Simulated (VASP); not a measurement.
# AgBr (Fm-3m) in VASP: notebook, part 2 of 2

VASP 6.6.1. The steps go on from the part before.

## 3. Band structure, PBE0

The input, POSCAR:

```
AgBr
1.0
    0.0000000000      2.8701500000      2.8701500000
    2.8701500000      0.0000000000      2.8701500000
    2.8701500000      2.8701500000      0.0000000000
Ag Br
1 1
Direct
    0.0000000000      0.0000000000      0.0000000000
    0.5000000000      0.5000000000      0.5000000000
```

The input, INCAR.step1:

```
PREC     = Accurate       # precision mode
ENCUT    = 520            # plane-wave cutoff, eV
EDIFF    = 1E-5           # SCF threshold, eV
ISMEAR   = 0              # smearing method
SIGMA    = 0.02           # smearing width, eV
LREAL    = False          # projectors in reciprocal space
LASPH    = True           # aspherical terms in the spheres
NELM     = 60             # most SCF steps
ALGO     = Normal         # electronic algorithm
ISIF     = 2              # what is computed and relaxed
LWAVE    = True           # write WAVECAR
LCHARG   = False          # write CHGCAR
LMAXMIX  = 4              # l up to which the mixer works
GGA      = PE             # functional
KPAR     = 4
```

The input, INCAR.step2:

```
PREC     = Accurate       # precision mode
ENCUT    = 520            # plane-wave cutoff, eV
EDIFF    = 1E-6           # SCF threshold, eV
ISMEAR   = 0              # smearing method
SIGMA    = 0.02           # smearing width, eV
LREAL    = False          # projectors in reciprocal space
LASPH    = True           # aspherical terms in the spheres
NELM     = 60             # most SCF steps
ALGO     = Normal         # electronic algorithm
ISIF     = 2              # what is computed and relaxed
LWAVE    = False          # write WAVECAR
LCHARG   = False          # write CHGCAR
LMAXMIX  = 4              # l up to which the mixer works
GGA      = PE             # functional
LHFCALC  = True           # exact exchange
AEXX     = 0.25           # exact-exchange fraction
PRECFOCK = Fast         
HFRCUT   = -1           
ISTART   = 1            
KPAR     = 4
```

The input, KPOINTS:

```
regular mesh
0
Gamma
  6 6 6
```

The input, KPOINTS_OPT:

```
path GXWKGLUWLK,UX
8
line-mode
reciprocal
 0.0000000000  0.0000000000  0.0000000000  G
 0.5000000000  0.0000000000  0.5000000000  X

 0.5000000000  0.0000000000  0.5000000000  X
 0.5000000000  0.2500000000  0.7500000000  W

 0.5000000000  0.2500000000  0.7500000000  W
 0.3750000000  0.3750000000  0.7500000000  K

 0.3750000000  0.3750000000  0.7500000000  K
 0.0000000000  0.0000000000  0.0000000000  G

 0.0000000000  0.0000000000  0.0000000000  G
 0.5000000000  0.5000000000  0.5000000000  L

 0.5000000000  0.5000000000  0.5000000000  L
 0.6250000000  0.2500000000  0.6250000000  U

 0.6250000000  0.2500000000  0.6250000000  U
 0.5000000000  0.2500000000  0.7500000000  W

 0.5000000000  0.2500000000  0.7500000000  W
 0.5000000000  0.5000000000  0.5000000000  L

 0.5000000000  0.5000000000  0.5000000000  L
 0.3750000000  0.3750000000  0.7500000000  K

 0.6250000000  0.2500000000  0.6250000000  U
 0.5000000000  0.0000000000  0.5000000000  X
```

Potentials or basis: VASP PAW PBE potentials, release 64 (Ag, Br).

Started as:

```
$ cat potpaw_PBE.64/Ag/POTCAR potpaw_PBE.64/Br/POTCAR > POTCAR
$ cp INCAR.step1 INCAR
$ mpirun -np 4 vasp_std > vasp.out
$ cp INCAR.step2 INCAR
$ mpirun -np 4 vasp_std > vasp.out
```

OUTCAR:

```text
PREC = Accurate
   ENCUT = 520
   EDIFF = 1E-6
   ISMEAR = 0
   LREAL = False
   LASPH = True
   NELM = 60
   ISIF = 2
   GGA = PE
   LHFCALC = True
   AEXX = 0.25
   PRECFOCK = Fast
   ISTART = 1

 ion  position               nearest neighbor table
   1  0.000  0.000  0.000-   2 2.87   2 2.87   2 2.87   2 2.87   2 2.87   2 2.87
   2  0.500  0.500  0.500-   1 2.87   1 2.87   1 2.87   1 2.87   1 2.87   1 2.87

  LATTYP: Found a face centered cubic cell.
 ALAT       =     5.7403000000

  Lattice vectors:
[... 441 lines left out ...]

------------------------ aborting loop because EDIFF is reached ----------------------------------------

  FORCE on cell =-STRESS in cart. coord.  units (eV):
  Direction    XX          YY          ZZ          XY          YZ          ZX
  --------------------------------------------------------------------------------------
  -------------------------------------------------------------------------------------
  Total        0.5427274      0.5427274      0.5427274     -0.0000000      0.0000000     -0.0000000
  in kB       18.3885965     18.3885965     18.3885965     -0.0000000      0.0000000     -0.0000000
  external PRESSURE =      18.3885965 kB  Pullay stress =       0.0000000 kB

 VOLUME and BASIS-vectors are now :
 -----------------------------------------------------------------------------
  energy-cutoff  :      520.00
  volume of cell :       47.29
      direct lattice vectors                 reciprocal lattice vectors
     0.000000000  2.870150000  2.870150000    -0.174206923  0.174206923  0.174206923
     2.870150000  0.000000000  2.870150000     0.174206923 -0.174206923  0.174206923
     2.870150000  2.870150000  0.000000000     0.174206923  0.174206923 -0.174206923

 POSITION                                       TOTAL-FORCE (eV/Angst)
 -----------------------------------------------------------------------------------
      0.00000      0.00000      0.00000        -0.000000      0.000000     -0.000000
      2.87015      2.87015      2.87015         0.000000     -0.000000      0.000000
 -----------------------------------------------------------------------------------
    total drift:                                0.000000      0.000000     -0.000000

  FREE ENERGIE OF THE ION-ELECTRON SYSTEM (eV)
  ---------------------------------------------------
  free  energy   TOTEN  =        -6.6307948517 eV

  energy  without entropy=       -6.6307948517  energy(sigma->0) =       -6.63079485
```

OSZICAR.step1:

```text
N       E                     dE             d eps       ncg     rms          rms(c)
DAV:   1     0.102307632243E+03    0.10231E+03   -0.83841E+03   416   0.122E+03
DAV:   2    -0.108911849815E+01   -0.10340E+03   -0.98359E+02   491   0.249E+02
DAV:   3    -0.507488149582E+01   -0.39858E+01   -0.39752E+01   491   0.514E+01
DAV:   4    -0.509872583505E+01   -0.23844E-01   -0.23843E-01   461   0.455E+00
DAV:   5    -0.509894997825E+01   -0.22414E-03   -0.22414E-03   496   0.427E-01    0.625E+00
DAV:   6    -0.498571181937E+01    0.11324E+00   -0.24300E-01   436   0.736E+00    0.410E+00
DAV:   7    -0.498191978212E+01    0.37920E-02   -0.72733E-02   416   0.210E+00    0.160E+00
DAV:   8    -0.498186671944E+01    0.53063E-04   -0.45291E-03   431   0.850E-01    0.268E-01
DAV:   9    -0.498188674671E+01   -0.20027E-04   -0.72173E-04   446   0.329E-01    0.324E-02
DAV:  10    -0.498190848115E+01   -0.21734E-04   -0.43722E-05   431   0.100E-01    0.182E-02
DAV:  11    -0.498191564080E+01   -0.71597E-05   -0.14075E-05   356   0.360E-02
   1 F= -.49819156E+01 E0= -.49819156E+01  d E =-.717041E-17
```

Run time: 12 min. Hardware: 4 MPI ranks of Intel Xeon Platinum 8559C (Emerald Rapids), shared host; peak memory 0.24 GiB.

What came out:

| Property | Result |
| --- | --- |
| Free energy | -6.6308 eV |
| Pressure | 1.8 GPa |
| Band gap on the k mesh | 2.67 eV, indirect (least direct gap 4.52 eV) |
| Band gap along the path | 2.67 eV, indirect (least direct gap 4.52 eV) |

Levels at the corners of the path, in eV from the valence-band top:
```
point  band 5  band 6  band 7  band 8  band 9  band 10  band 11  band 12  band 13
    Γ   -3.37   -3.37   -1.85   -1.85   -1.85     2.67    12.05    12.05    12.05
    X   -2.96   -2.96   -2.86   -2.85   -2.85     3.73     8.96    11.36    13.54
    X   -2.96   -2.96   -2.86   -2.85   -2.85     3.73     8.96    11.36    13.54
    W   -2.95   -2.95   -2.68   -2.68   -1.65     5.98     9.38     9.76     9.76
    W   -2.95   -2.95   -2.68   -2.68   -1.65     5.98     9.38     9.76     9.76
    K   -3.19   -3.01   -2.68   -2.36   -1.33     5.12     8.89    10.42    11.53
    K   -3.19   -3.01   -2.68   -2.36   -1.33     5.12     8.89    10.42    11.53
    Γ   -3.37   -3.37   -1.85   -1.85   -1.85     2.67    12.05    12.05    12.05
    Γ   -3.37   -3.37   -1.85   -1.85   -1.85     2.67    12.05    12.05    12.05
    L   -3.06   -3.06   -2.57    0.00    0.00     5.64     8.91     8.91     9.16
    L   -3.06   -3.06   -2.57    0.00    0.00     5.64     8.91     8.91     9.16
    U   -3.19   -3.01   -2.68   -2.36   -1.33     5.12     8.89    10.42    11.53
    U   -3.19   -3.01   -2.68   -2.36   -1.33     5.12     8.89    10.42    11.53
    W   -2.95   -2.95   -2.68   -2.68   -1.65     5.98     9.38     9.76     9.76
    W   -2.95   -2.95   -2.68   -2.68   -1.65     5.98     9.38     9.76     9.76
    L   -3.06   -3.06   -2.57    0.00    0.00     5.64     8.91     8.91     9.16
    L   -3.06   -3.06   -2.57    0.00    0.00     5.64     8.91     8.91     9.16
    K   -3.19   -3.01   -2.68   -2.36   -1.33     5.12     8.89    10.42    11.53
    U   -3.19   -3.01   -2.68   -2.36   -1.33     5.12     8.89    10.42    11.53
    X   -2.96   -2.96   -2.86   -2.85   -2.85     3.73     8.96    11.36    13.54
```

Caveat: the PAW data sets were made with another functional, which shifts forces and pressure a little.

## 4. Band structure, PBEsol

The input, INCAR:

```
ALGO = Normal
EDIFF = 1E-6
ENCUT = 520
GGA = PS
ISIF = 2
ISMEAR = 0
LASPH = True
LCHARG = False
LMAXMIX = 4
LREAL = False
LWAVE = False
NELM = 80
PREC = Accurate
SIGMA = 0.02
```

The input, KPOINTS:

```
k-points
0
Gamma
  8 8 8
```

POSCAR is that of step 3.

Changes to KPOINTS_OPT since step 3:

```diff
@@ -1,3 +1,3 @@
 path GXWKGLUWLK,UX
-8
+10
 line-mode
```

Potentials or basis: VASP PAW PBE potentials, release 64 (Ag, Br).

Started as:

```
$ cat potpaw_PBE.64/Ag/POTCAR potpaw_PBE.64/Br/POTCAR > POTCAR
$ mpirun -np 1 vasp_std > vasp.out
```

OUTCAR:

```text
EDIFF = 1E-6
   ENCUT = 520
   GGA = PS
   ISIF = 2
   ISMEAR = 0
   LASPH = True
   LREAL = False
   NELM = 80
   PREC = Accurate

 ion  position               nearest neighbor table
   1  0.000  0.000  0.000-   2 2.87   2 2.87   2 2.87   2 2.87   2 2.87   2 2.87
   2  0.500  0.500  0.500-   1 2.87   1 2.87   1 2.87   1 2.87   1 2.87   1 2.87

  LATTYP: Found a face centered cubic cell.
 ALAT       =     5.7403000000

  Lattice vectors:

 A1 = (   0.0000000000,   2.8701500000,   2.8701500000)
 A2 = (   2.8701500000,   0.0000000000,   2.8701500000)
 A3 = (   2.8701500000,   2.8701500000,   0.0000000000)

Analysis of symmetry for initial positions (statically):
=====================================================================
 Subroutine PRICEL returns:
 Original cell was already a primitive cell.

 Routine SETGRP: Setting up the symmetry group for a
 face centered cubic supercell.

 Subroutine GETGRP returns: Found 48 space group operations
 (whereof 48 operations were pure point group operations)
 out of a pool of 48 trial point group operations.

The static configuration has the point symmetry O_h .

Analysis of symmetry for dynamics (positions and initial velocities):
=====================================================================
 Subroutine PRICEL returns:
 Original cell was already a primitive cell.

 Routine SETGRP: Setting up the symmetry group for a
 face centered cubic supercell.

 Subroutine GETGRP returns: Found 48 space group operations
 (whereof 48 operations were pure point group operations)
 out of a pool of 48 trial point group operations.

The dynamic configuration has the point symmetry O_h .

 Subroutine INISYM returns: Found 48 space group operations
 (whereof 48 operations are pure point group operations),
 and found     1 'primitive' translations

----------------------------------------------------------------------------------------

                                     Primitive cell

  volume of cell :      47.2872
[... 119 lines left out ...]
   LRPA    =     F    only Hartree local field effects (RPA)
 non-spin polarized calculation
 Gauss-broadening in eV      SIGMA  =   0.02
  energy-cutoff  :      520.00
  volume of cell :       47.29
 maximum number of plane-waves:      1287
   NGX = 15   NGY = 15   NGZ = 15

 number of electron      18.0000002 magnetization

 Free energy of the ion-electron system (eV)
  ---------------------------------------------------
  ext. energy  EPLUGINS =         0.00000000
  ---------------------------------------------------
  free energy    TOTEN  =        -5.68969192 eV

  energy without entropy =       -5.68969192  energy(sigma->0) =       -5.68969192

 E-fermi :   3.6132     XC(G=0): -10.0874

 val. band max:        3.4992286401   @ k =   0.5000   0.0000   0.0000
 cond. band min:       4.0023031640   @ k =   0.0000   0.0000   0.0000
 fundamental gap:      0.5030745239
 Fermi energy:         3.6132257892

 k-point     1 :       0.0000    0.0000    0.0000
  band No.  band energies     occupation
      1     -11.6139      2.00000
      2       0.6765      2.00000
      3       0.6765      2.00000
      4       0.6774      2.00000
      5       0.6774      2.00000
      6       0.6774      2.00000
      7       1.5501      2.00000
      8       1.5501      2.00000
      9       1.5501      2.00000
     10       4.0023      0.00000
     11      13.3093      0.00000
     12      13.3093      0.00000
     13      13.3093      0.00000
[... 354 lines left out ...]
  band No.  band energies     occupation
      1     -11.1262      2.00000
      2      -1.4118      2.00000
      3      -0.6285      2.00000
      4      -0.5896      2.00000
      5       0.9410      2.00000
      6       0.9991      2.00000
      7       1.2809      2.00000
      8       2.2771      2.00000
      9       2.8722      2.00000
     10       7.8995      0.00000
     11       8.5795      0.00000
     12      11.2038      0.00000
     13      11.2830      0.00000

 [... further k-points ...]

------------------------ aborting loop because EDIFF is reached ----------------------------------------

  FORCE on cell =-STRESS in cart. coord.  units (eV):
  Direction    XX          YY          ZZ          XY          YZ          ZX
  --------------------------------------------------------------------------------------
  -------------------------------------------------------------------------------------
  Total       -0.4984310     -0.4984310     -0.4984310     -0.0000000      0.0000000      0.0000000
  in kB      -16.8877517    -16.8877517    -16.8877517     -0.0000000      0.0000000      0.0000000
  external PRESSURE =     -16.8877517 kB  Pullay stress =       0.0000000 kB

 VOLUME and BASIS-vectors are now :
 -----------------------------------------------------------------------------
  energy-cutoff  :      520.00
  volume of cell :       47.29
      direct lattice vectors                 reciprocal lattice vectors
     0.000000000  2.870150000  2.870150000    -0.174206923  0.174206923  0.174206923
     2.870150000  0.000000000  2.870150000     0.174206923 -0.174206923  0.174206923
     2.870150000  2.870150000  0.000000000     0.174206923  0.174206923 -0.174206923

 POSITION                                       TOTAL-FORCE (eV/Angst)
 -----------------------------------------------------------------------------------
      0.00000      0.00000      0.00000        -0.000000     -0.000000     -0.000000
      2.87015      2.87015      2.87015         0.000000      0.000000      0.000000
 -----------------------------------------------------------------------------------
    total drift:                               -0.000000      0.000000      0.000000

  FREE ENERGIE OF THE ION-ELECTRON SYSTEM (eV)
  ---------------------------------------------------
  free  energy   TOTEN  =        -5.6896919154 eV

  energy  without entropy=       -5.6896919154  energy(sigma->0) =       -5.68969192
```

OSZICAR:

```text
N       E                     dE             d eps       ncg     rms          rms(c)
DAV:   1     0.101574555482E+03    0.10157E+03   -0.86766E+03   770   0.124E+03
DAV:   2    -0.165664915192E+01   -0.10323E+03   -0.97406E+02   904   0.251E+02
[... 34 lines left out ...]
DAV:   5    -0.320026713420E+03   -0.69167E-02      809
DAV:   6    -0.320026830831E+03   -0.11741E-03      839
DAV:   7    -0.320026833034E+03   -0.22027E-05      596
DAV:   8    -0.320026833198E+03   -0.16391E-06      412
       N       E                     dE             ncg
DAV:   1     0.106313901456E+05   -0.71020E+04      346
DAV:   2     0.934818650642E+04   -0.12832E+04      383
DAV:   3     0.930331087326E+04   -0.44876E+02      418
DAV:   4     0.930302467225E+04   -0.28620E+00      358
DAV:   5     0.930302204993E+04   -0.26223E-02      433
DAV:   6     0.930302200612E+04   -0.43816E-04      393
DAV:   7     0.930302200527E+04   -0.84936E-06      348
```

stdout:

```text
POSCAR found type information on POSCAR AgBr
 POSCAR found :  2 types and       2 ions
 scaLAPACK will be used
 -----------------------------------------------------------------------------
|                                                                             |
|                                                                             |
|     You enforced a specific xc type in the INCAR file but a different       |
|     I HOPE YOU KNOW WHAT YOU ARE DOING!                                     |
|                                                                             |
 -----------------------------------------------------------------------------

 LDA part: xc-table for (Slater+PW92), standard interpolation
 POSCAR, INCAR and KPOINTS ok, starting setup
 FFT: planning ... GRIDC
 FFT: planning ... GRID_SOFT
 FFT: planning ... GRID
 WAVECAR not read
 entering main loop
 Start KPOINTS_OPT (optional k-point list driver)
k-point batch [1-29\100]
k-point batch [30-58\100]
k-point batch [59-87\100]
k-point batch [88-100\100]
```

It took 28 s on 1 thread of Intel Xeon Platinum 8488C (Sapphire Rapids), shared host; peak memory 0.18 GiB.

What came out:

| Property | Result |
| --- | --- |
| Free energy | -5.6897 eV |
| Pressure | -1.7 GPa |
| Band gap on the k mesh | 0.50 eV, indirect (least direct gap 2.45 eV) |
| Band gap along the path | 0.50 eV, indirect (least direct gap 2.45 eV) |

Levels at the corners of the path, in eV from the valence-band top:
```csv
point,band 6,band 7,band 8,band 9,band 10,band 11,band 12,band 13
Γ,-2.82,-1.95,-1.95,-1.95,0.50,9.81,9.81,9.81
X,-2.66,-2.40,-2.40,-2.30,1.47,6.90,8.90,10.90
X,-2.66,-2.40,-2.40,-2.30,1.47,6.90,8.90,10.90
W,-2.39,-2.31,-2.31,-1.57,3.70,7.00,7.52,7.52
W,-2.39,-2.31,-2.31,-1.57,3.70,7.00,7.52,7.52
K,-2.45,-2.23,-2.05,-1.22,2.85,6.69,8.08,9.06
K,-2.45,-2.23,-2.05,-1.22,2.85,6.69,8.08,9.06
Γ,-2.82,-1.95,-1.95,-1.95,0.50,9.81,9.81,9.81
Γ,-2.82,-1.95,-1.95,-1.95,0.50,9.81,9.81,9.81
L,-2.51,-2.17,0.00,0.00,3.55,6.51,6.63,6.63
L,-2.51,-2.17,0.00,0.00,3.55,6.51,6.63,6.63
U,-2.45,-2.23,-2.05,-1.22,2.85,6.69,8.08,9.06
U,-2.45,-2.23,-2.05,-1.22,2.85,6.69,8.08,9.06
W,-2.39,-2.31,-2.31,-1.57,3.70,7.00,7.52,7.52
W,-2.39,-2.31,-2.31,-1.57,3.70,7.00,7.52,7.52
L,-2.51,-2.17,0.00,0.00,3.55,6.51,6.63,6.63
L,-2.51,-2.17,0.00,0.00,3.55,6.51,6.63,6.63
K,-2.45,-2.23,-2.05,-1.22,2.85,6.69,8.08,9.06
U,-2.45,-2.23,-2.05,-1.22,2.85,6.69,8.08,9.06
X,-2.66,-2.40,-2.40,-2.30,1.47,6.90,8.90,10.90
```

Caveat: the PAW data sets were made with another functional, which shifts forces and pressure a little.

## 5. Band structure, PBE, spin-orbit coupling, no magnetisation

The input, INCAR:

```
PREC = Accurate
ENCUT = 520
EDIFF = 1E-6
ISMEAR = 0
SIGMA = 0.02
LREAL = F
LASPH = T
NELM = 80
ALGO = Fast
ISIF = 2
LWAVE = F
LCHARG = F
MAGMOM = 0 0 0 0 0 0
LORBIT = 11
LSORBIT = T
GGA_COMPAT = F
LMAXMIX = 4
GGA = PE
NBANDS = 30
KPAR = 2
```

The input, KPOINTS:

```
Automatic mesh
0
Gamma
  6 6 6
```

POSCAR is that of step 4.

Changes to KPOINTS_OPT since step 4:

```diff
@@ -1,3 +1,3 @@
 path GXWKGLUWLK,UX
-10
+20
 line-mode
```

Started as:

```
$ cat potpaw_PBE.64/Ag/POTCAR potpaw_PBE.64/Br/POTCAR > POTCAR
$ mpirun -np 2 vasp_ncl > vasp.out
```

It took 2.2 min on 2 MPI ranks of AMD EPYC 7R13 (Zen 3), shared host; peak memory 0.28 GiB.

Results (log left out):

- Free energy: -5.0301 eV
- Pressure: 2.3 GPa
- Valence electrons inside the program's atomic spheres: Ag 9.73; Br 4.84

## 6. The runs side by side

| level | spin | k mesh | grid for exact exchange (PRECFOCK) | further INCAR settings | exchange at q = 0 | gap on the mesh (eV) | pressure (GPa) |
| --- | --- | --- | --- | --- | --- | --- | --- |
| HSE03 | off | 6 × 6 × 6 | Fast | ALGO = Normal; EDIFF = 1e-06 | - | 1.80 | 2.0 |
| PBE0 | off | 6 × 6 × 6 | Fast | ALGO = Normal; EDIFF = 1e-06 | truncated | 2.67 | 1.8 |
| PBEsol | off | 8 × 8 × 8 | - | ALGO = Normal; EDIFF = 1e-06 | - | 0.50 | -1.7 |
| PBE | SOC, no magnetisation | 6 × 6 × 6 | - | ALGO = Fast; EDIFF = 1e-06; NBANDS = 30 | - | - | 2.3 |

Alike in all rows: task band structure; potentials or basis VASP PAW PBE potentials, release 64 (Ag, Br); cell as given; cutoff (eV) 520; smearing gaussian 0.02 eV.

On the cell as given the gap runs from 0.50 eV (PBEsol) to 2.67 eV (PBE0); the meshes differ, which moves gaps too. The pressure there spans -1.7 GPa (PBEsol) to 2.3 GPa (PBE); a positive pressure means that this level wants a larger cell, a negative one a smaller.

Caveats: the PAW data sets were made with another functional, which shifts forces and pressure a little (some runs).

Total energies depend on the potentials used, so only differences within one code and one set of settings carry meaning.
